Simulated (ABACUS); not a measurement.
# GaP (F-43m) in ABACUS: notebook

One crystal, GaP, is run at these levels: PBE; tasks: equation of state.

All numbers are computed with ABACUS 3.10.1; they aren't measurements. Logs are shortened: lines on timing, memory, paths and dates and some standing lists are left out, and cuts for length are marked.

**Experimental background.**

“Phosphorous dimerization in GaP at high pressure”, 2017, arxiv:1709.06667 reports, for a bulk crystal of GaP: bulk modulus 87.5 ± 0.6 GPa.

The results are compared with them further down.

## Step 1: The crystal as given

The structure is cubic, space group F-43m (No. 216). Conventional cell: a = 5.451 Å, b = 5.451 Å, c = 5.451 Å, α = 90.00°, β = 90.00°, γ = 90.00°. Around Ga (site symmetry -43m) lie 4 P at 2.36 Å. Around P (site symmetry -43m) lie 4 Ga at 2.36 Å.

## Step 2: Equation of state, PBE, 19.03 Å³/atom (volume scaled by 0.94)

File INPUT:

```
INPUT_PARAMETERS
suffix              GaP
calculation         scf
basis_type          lcao
pseudo_dir          ./
orbital_dir         ./
symmetry            1
dft_functional      pbe
ecutwfc             100
pseudo_rcut         10
nspin               1
nbands              13
ks_solver           genelpa
smearing_method     fd
smearing_sigma      0.00367493
scf_thr             1e-07
scf_nmax            100
mixing_type         broyden
mixing_beta         0.7
cal_force           1
cal_stress          1
out_mul             1
```

File STRU:

```
ATOMIC_SPECIES
Ga 69.7230 Ga.upf
P 30.9738 P.upf

NUMERICAL_ORBITAL
Ga_confined-atom_8au_2s2p2d.orb
P_confined-atom_7au_2s2p1d.orb

LATTICE_CONSTANT
1.8897261246

LATTICE_VECTORS
0.0000000000 2.6696170428 2.6696170428
2.6696170428 0.0000000000 2.6696170428
2.6696170428 2.6696170428 0.0000000000

ATOMIC_POSITIONS
Direct

Ga
0.0
1
0.0000000000 0.0000000000 0.0000000000 1 1 1

P
0.0
1
0.7500000000 0.7500000000 0.7500000000 1 1 1
```

File KPT:

```
K_POINTS
0
Gamma
8 8 8 0 0 0
```

Potentials or basis: PseudoDojo NC SR 0.4.1 PBE standard, DZP LCAO (the cutoffs set its grid).

The run is started by

```console
$ OMP_NUM_THREADS=1 mpirun -np 4 abacus > log
```

running log:

```text
ABACUS v3.10.1

               Atomic-orbital Based Ab-initio Computation at UStc

 ------------------------------------------------------------------------------------

 READING GENERAL INFORMATION
                           global_out_dir = OUT.GaP/
                           global_in_card = INPUT
                               pseudo_dir = ./
                              orbital_dir = ./
                                    DSIZE = 4
                                    GSIZE = 1
[... 5 lines left out ...]

 READING ATOM TYPE 1
                               atom label = Ga
                      L=0, number of zeta = 2
                      L=1, number of zeta = 2
                      L=2, number of zeta = 2
             number of atom for this type = 1

 READING ATOM TYPE 2
                               atom label = P
                      L=0, number of zeta = 2
                      L=1, number of zeta = 2
                      L=2, number of zeta = 1
             number of atom for this type = 1

                        TOTAL ATOM NUMBER = 2
DIRECT COORDINATES
    atom                   x                   y                   z     mag                  vx                  vy                  vz
taud_Ga1            0.0000000000        0.0000000000        0.0000000000  0.0000        0.0000000000        0.0000000000        0.0000000000
taud_P1            0.7500000000        0.7500000000        0.7500000000  0.0000        0.0000000000        0.0000000000        0.0000000000

                          Volume (Bohr^3) = 256.787
                             Volume (A^3) = 38.0519

 Lattice vectors: (Cartesian coordinate: in unit of a_0)
                   +0            +2.66962            +2.66962
             +2.66962                  +0            +2.66962
             +2.66962            +2.66962                  +0
 Reciprocal vectors: (Cartesian coordinate: in unit of 2 pi/a_0)
            -0.187293           +0.187293           +0.187293
            +0.187293           -0.187293           +0.187293
            +0.187293           +0.187293           -0.187293
 The esolver type has been set to : ksdft_lcao

                PAO radial cut off (Bohr) = 10

 Read in pseudopotential file is Ga.upf
                     pseudopotential type = NC
          exchange-correlation functional = PBE
                 nonlocal core correction = 1
                        valence electrons = 13
                                     lmax = 2
                           number of zeta = 3
                     number of projectors = 6
                           L of projector = 0
[... 5 lines left out ...]
                PAO radial cut off (Bohr) = 10

[... 207 lines left out ...]
                                BoxNumber = [ 9, 9, 9 ]

 SETUP EXTENDED REAL SPACE GRID FOR GRID INTEGRATION
                          real space grid = [ 45, 45, 45 ]
                 big cell numbers in grid = [ 15, 15, 15 ]
             meshcell numbers in big cell = [ 3, 3, 3 ]
                        extended fft grid = [ 21, 21, 21 ]
                dimension of extened grid = [ 58, 58, 58 ]
                            UnitCellTotal = 125
              Atom number in sub-FFT-grid = 2
    Local orbitals number in sub-FFT-grid = 31
                                ParaV.nnr = 18838
                                 init_chg = atomic

 LCAO ALGORITHM --------------- ION=   1  ELEC=   1--------------------------------

 Density error is 0.0651347107799
----------------------------------------------------------
     Energy           Rydberg                 eV
----------------------------------------------------------
 E_KohnSham     -166.8208297881      -2269.7138302060
 E_Harris       -167.8559799217      -2283.7977703083
 E_Fermi        0.6447680200         8.7725189607
----------------------------------------------------------
[... 80 lines left out ...]
 Density error is 1.54188484252e-08
----------------------------------------------------------
     Energy           Rydberg                 eV
----------------------------------------------------------
 E_KohnSham     -166.8350542249      -2269.9073635980
 E_KS(sigma->0) -166.8350542247      -2269.9073635946
 E_Harris       -166.8350541284      -2269.9073622842
 E_band         -2.7754531667        -37.7619775999
 E_one_elec     -73.3292139235       -997.6951392212
 E_Hartree      51.0616892131        694.7299228034
 E_xc           -46.0793792341       -626.9421178868
 E_Ewald        -98.4881502799       -1340.0000292867
 E_entropy(-TS) -0.0000000005        -0.0000000067
 E_descf        0.0000000000         0.0000000000
 E_exx          0.0000000000         0.0000000000
 E_Fermi        0.6767031260         9.2070183678
----------------------------------------------------------

 charge density convergence is achieved
 final etot is -2269.9073636 eV
 EFERMI = 9.2070183678 eV

 STATE ENERGY(eV) AND OCCUPATIONS    NSPIN == 1
 1/29 kpoint (Cartesian) = 0.0000 0.0000 0.0000 (1069 pws)
       1       -6.32006     0.00390625
       2       -6.32006     0.00390625
       3       -6.32006     0.00390625
       4       -6.19911     0.00390625
       5       -6.19911     0.00390625
       6       -4.46850     0.00390625
       7        8.45990     0.00390625
       8        8.45990     0.00390625
       9        8.45990     0.00390625
      10        11.0419    4.51385e-19
      11        12.3271    3.09967e-30
      12        12.3271    3.09967e-30
      13        12.3271    3.09967e-30
[... 61 lines left out ...]
 6/29 kpoint (Cartesian) = 0.0000 0.0000 0.046823 (1089 pws)
       1       -6.34742      0.0234375
       2       -6.30885      0.0234375
       3       -6.30885      0.0234375
       4       -6.20433      0.0234375
       5       -6.19487      0.0234375
       6       -4.19770      0.0234375
       7        6.95825      0.0234375
       8        7.74076      0.0234375
       9        7.74076      0.0234375
      10        11.5791    5.83890e-23
      11        12.4751    9.62663e-31
      12        13.3725    1.54443e-38
      13        13.3725    1.54443e-38

[... levels at 23 further k points ...]

 correction force for each atom along direction 1 is 0.0107357
 correction force for each atom along direction 2 is -0.00115454
 correction force for each atom along direction 3 is -0.00257640
------------------------------------------------------------------------------------------
 TOTAL-FORCE (eV/Angstrom)
------------------------------------------------------------------------------------------
                       Ga1         0.0000000000         0.0000000000         0.0000000000
                        P1         0.0000000000         0.0000000000         0.0000000000
------------------------------------------------------------------------------------------

----------------------------------------------------------------
 TOTAL-STRESS (KBAR)
----------------------------------------------------------------
       106.4571532282         0.0000000000         0.0000000000
         0.0000000000       106.4571532282         0.0000000000
        -0.0000000000        -0.0000000000       106.4571532282
----------------------------------------------------------------
 TOTAL-PRESSURE: 106.457153 KBAR

 --------------------------------------------
 !FINAL_ETOT_IS -2269.9073635979566461 eV
 --------------------------------------------
```

It took 5.7 s on 4 MPI ranks of Intel Xeon Platinum 8259CL at 2.50GHz (Skylake/Cascade Lake), shared host; peak memory 0.4 GiB.

Results:

```yaml
Free_energy: -2269.9074 eV
Pressure: 10.6 GPa
Band_gap_on_the_k_mesh: 1.54 eV, indirect (least direct gap 2.58 eV)
Mulliken_charges: Ga -0.24; P +0.24 e
```

Caveat: the atomic orbitals were generated for these runs and aren't a published set; Mulliken charges move with the basis; the basis of atomic orbitals isn't converged, which shifts pressures, moduli and gaps.

## Step 3: Equation of state, PBE, 19.43 Å³/atom (volume scaled by 0.96)

INPUT is that of step 2.

STRU: that of step 2 with these lines changed.

```diff
@@ -12,5 +12,5 @@
 LATTICE_VECTORS
-0.0000000000 2.6696170428 2.6696170428
-2.6696170428 0.0000000000 2.6696170428
-2.6696170428 2.6696170428 0.0000000000
+0.0000000000 2.6884177822 2.6884177822
+2.6884177822 0.0000000000 2.6884177822
+2.6884177822 2.6884177822 0.0000000000
```

KPT is that of step 2.

Potentials or basis: PseudoDojo NC SR 0.4.1 PBE standard, DZP LCAO (the cutoffs set its grid).

The run is started by

```console
$ OMP_NUM_THREADS=1 mpirun -np 4 abacus > log
```

Wall time 5.5 s (4 MPI ranks of Intel Xeon Platinum 8259CL at 2.50GHz (Skylake/Cascade Lake), shared host); peak memory 0.4 GiB.

Results (log left out):

* Free energy: -2269.9547 eV
* Pressure: 8.2 GPa
* Band gap on the k mesh: 1.58 eV, indirect (least direct gap 2.39 eV)
* Mulliken charges: Ga -0.24; P +0.24 e

Caveat: the atomic orbitals were generated for these runs and aren't a published set; Mulliken charges move with the basis; the basis of atomic orbitals isn't converged, which shifts pressures, moduli and gaps.

## Step 4: Equation of state, PBE, 19.84 Å³/atom (volume scaled by 0.98)

INPUT is that of step 3.

STRU: that of step 3 with these lines changed.

```diff
@@ -12,5 +12,5 @@
 LATTICE_VECTORS
-0.0000000000 2.6884177822 2.6884177822
-2.6884177822 0.0000000000 2.6884177822
-2.6884177822 2.6884177822 0.0000000000
+0.0000000000 2.7069591804 2.7069591804
+2.7069591804 0.0000000000 2.7069591804
+2.7069591804 2.7069591804 0.0000000000
```

KPT is that of step 3.

The run is started by

```console
$ OMP_NUM_THREADS=1 mpirun -np 4 abacus > log
```

It took 5.6 s on 4 MPI ranks of Intel Xeon Platinum 8259CL at 2.50GHz (Skylake/Cascade Lake), shared host; peak memory 0.4 GiB.

Results (log left out):

| Item | Value |
| --- | --- |
| Free energy | -2269.9904 eV |
| Pressure | 6.0 GPa |
| Band gap on the k mesh | 1.63 eV, indirect (least direct gap 2.20 eV) |
| Mulliken charges | Ga -0.24; P +0.24 e |

Caveat: the atomic orbitals were generated for these runs and aren't a published set; Mulliken charges move with the basis; the basis of atomic orbitals isn't converged, which shifts pressures, moduli and gaps.

## Step 5: Equation of state, PBE, 20.24 Å³/atom

INPUT is that of step 4.

STRU: that of step 4 with these lines changed.

```diff
@@ -12,5 +12,5 @@
 LATTICE_VECTORS
-0.0000000000 2.7069591804 2.7069591804
-2.7069591804 0.0000000000 2.7069591804
-2.7069591804 2.7069591804 0.0000000000
+0.0000000000 2.7252500000 2.7252500000
+2.7252500000 0.0000000000 2.7252500000
+2.7252500000 2.7252500000 0.0000000000
```

KPT is that of step 4.

The run is started by

```console
$ OMP_NUM_THREADS=1 mpirun -np 4 abacus > log
```

Run time: 5.4 s. Hardware: 4 MPI ranks of Intel Xeon Platinum 8259CL at 2.50GHz (Skylake/Cascade Lake), shared host; peak memory 0.4 GiB.

Results (log left out):

- Free energy: -2270.0156 eV
- Pressure: 4.0 GPa
- Band gap on the k mesh: 1.66 eV, indirect (least direct gap 2.02 eV)
- Mulliken charges: Ga -0.24; P +0.24 e

Caveat: the atomic orbitals were generated for these runs and aren't a published set; Mulliken charges move with the basis; the basis of atomic orbitals isn't converged, which shifts pressures, moduli and gaps.

## Step 6: Equation of state, PBE, 20.65 Å³/atom (volume scaled by 1.02)

INPUT is that of step 5.

STRU: that of step 5 with these lines changed.

```diff
@@ -12,5 +12,5 @@
 LATTICE_VECTORS
-0.0000000000 2.7252500000 2.7252500000
-2.7252500000 0.0000000000 2.7252500000
-2.7252500000 2.7252500000 0.0000000000
+0.0000000000 2.7432985392 2.7432985392
+2.7432985392 0.0000000000 2.7432985392
+2.7432985392 2.7432985392 0.0000000000
```

KPT is that of step 5.

Potentials or basis: PseudoDojo NC SR 0.4.1 PBE standard, DZP LCAO (the cutoffs set its grid).

The run is started by

```console
$ OMP_NUM_THREADS=1 mpirun -np 4 abacus > log
```

Run time: 5.3 s. Hardware: 4 MPI ranks of Intel Xeon Platinum 8259CL at 2.50GHz (Skylake/Cascade Lake), shared host; peak memory 0.4 GiB.

It converged, with:

| Property | Result |
| --- | --- |
| Free energy | -2270.0312 eV |
| Pressure | 2.2 GPa |
| Band gap on the k mesh | 1.65 eV, indirect (least direct gap 1.84 eV) |
| Mulliken charges | Ga -0.23; P +0.23 e |

Caveat: the atomic orbitals were generated for these runs and aren't a published set; Mulliken charges move with the basis; the basis of atomic orbitals isn't converged, which shifts pressures, moduli and gaps.

## Step 7: Equation of state, PBE, 21.05 Å³/atom (volume scaled by 1.04)

INPUT is that of step 6.

STRU: that of step 6 with these lines changed.

```diff
@@ -12,5 +12,5 @@
 LATTICE_VECTORS
-0.0000000000 2.7432985392 2.7432985392
-2.7432985392 0.0000000000 2.7432985392
-2.7432985392 2.7432985392 0.0000000000
+0.0000000000 2.7611126653 2.7611126653
+2.7611126653 0.0000000000 2.7611126653
+2.7611126653 2.7611126653 0.0000000000
```

KPT is that of step 6.

The run is started by

```console
$ OMP_NUM_THREADS=1 mpirun -np 4 abacus > log
```

It took 5.3 s on 4 MPI ranks of Intel Xeon Platinum 8259CL at 2.50GHz (Skylake/Cascade Lake), shared host; peak memory 0.4 GiB.

Results (log left out):

```
Free energy            : -2270.0381 eV
Pressure               : 0.6 GPa
Band gap on the k mesh : 1.59 eV, indirect (least direct gap 1.67 eV)
Mulliken charges       : Ga -0.23; P +0.23 e
```

Caveat: the atomic orbitals were generated for these runs and aren't a published set; Mulliken charges move with the basis; the basis of atomic orbitals isn't converged, which shifts pressures, moduli and gaps.

## Step 8: Equation of state, PBE, 21.45 Å³/atom (volume scaled by 1.06)

INPUT is that of step 7.

STRU: that of step 7 with these lines changed.

```diff
@@ -12,5 +12,5 @@
 LATTICE_VECTORS
-0.0000000000 2.7611126653 2.7611126653
-2.7611126653 0.0000000000 2.7611126653
-2.7611126653 2.7611126653 0.0000000000
+0.0000000000 2.7786998443 2.7786998443
+2.7786998443 0.0000000000 2.7786998443
+2.7786998443 2.7786998443 0.0000000000
```

KPT is that of step 7.

The run is started by

```console
$ OMP_NUM_THREADS=1 mpirun -np 4 abacus > log
```

Wall time 5.1 s (4 MPI ranks of Intel Xeon Platinum 8259CL at 2.50GHz (Skylake/Cascade Lake), shared host); peak memory 0.4 GiB.

Results (log left out):

```
Free energy            : -2270.0374 eV
Pressure               : -0.9 GPa
Band gap on the k mesh : 1.50 eV, direct
Mulliken charges       : Ga -0.22; P +0.22 e
```

Caveat: the atomic orbitals were generated for these runs and aren't a published set; Mulliken charges move with the basis; the basis of atomic orbitals isn't converged, which shifts pressures, moduli and gaps.

## Step 9: Equation of state, PBE

Potentials or basis: PseudoDojo NC SR 0.4.1 PBE standard, DZP LCAO (the cutoffs set its grid).

This step only gathers the single runs of the series.

What came out:

| Item | Value |
| --- | --- |
| Equilibrium volume | 21.21 Å³/atom |
| Bulk modulus | 77 GPa |
| Pressure derivative of the bulk modulus | 4.3 (rough: it moves with the points fitted) |

Energy against volume, from the lowest point:
```csv
volume (Å³/atom),energy (meV/atom)
19.026,65.36
19.431,41.69
19.836,23.83
20.240,11.23
20.645,3.45
21.050,0.00
21.455,0.32
```

Caveat: the atomic orbitals were generated for these runs and aren't a published set; the basis of atomic orbitals isn't converged, which shifts pressures, moduli and gaps. PBE usually gives volumes a little too large and moduli too small.

## Step 10: Comparison with measurements

Step 9. Measured bulk modulus of GaP: 87.5 GPa (“Phosphorous dimerization in GaP at high pressure”, 2017, arxiv:1709.06667). This calculation gives 77 GPa (-11.7 %). The fit is for a static lattice scaled at fixed shape and fixed fractional positions.
